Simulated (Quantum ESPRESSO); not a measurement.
# BN: equation of state with SCAN

**Measured values to compare with.**

From “Effect of nanostructuration on compressibility of cubic BN”, 2012, arxiv:1208.3664, for a bulk crystal of BN at 300 K: bulk modulus 395 ± 2 GPa.

BN:

```
N B
1.0
     0.00000    1.81300    1.81300
     1.81300    0.00000    1.81300
     1.81300    1.81300    0.00000
N B
1 1
Direct
  0.25000 0.25000 0.25000
  0.00000 0.00000 0.00000
```

The cell is a database's computed one.

| Item | Value |
| --- | --- |
| Program | Quantum ESPRESSO 7.5 |
| Task | equation of state |
| Functional | SCAN |
| Potentials or basis | SG15 PBE 1.2 |
| Cutoff | 1197 eV |
| Density cutoff | 4789 eV |
| k mesh | 10 × 10 × 10 |
| Occupations | fermi-dirac, width 0.05 eV |
| Spin | no spin polarisation |

```
Equilibrium volume                      : 5.87 Å³/atom
Bulk modulus                            : 382 GPa
Pressure derivative of the bulk modulus : 3.6
```

Energy against volume, from the lowest point:
```
volume (Å³/atom)  energy (meV/atom)
           5.602              15.92
           5.721               4.71
           5.840               0.00
           5.959               1.21
           6.078               7.82
           6.198              19.35
           6.317              35.37
```

All runs of the series together: 11 min on 2 threads of Arm Neoverse V1 (shared host).

Against the measured bulk modulus of BN, 395 GPa (300 K; quoted in “Effect of nanostructuration on compressibility of cubic BN”, 2012, arxiv:1208.3664), the calculated 382 GPa is off by -3.3 %. The fit is for a static lattice scaled at fixed shape and fixed fractional positions.

Caveat: the potentials were made for another functional, which shifts forces and pressure.
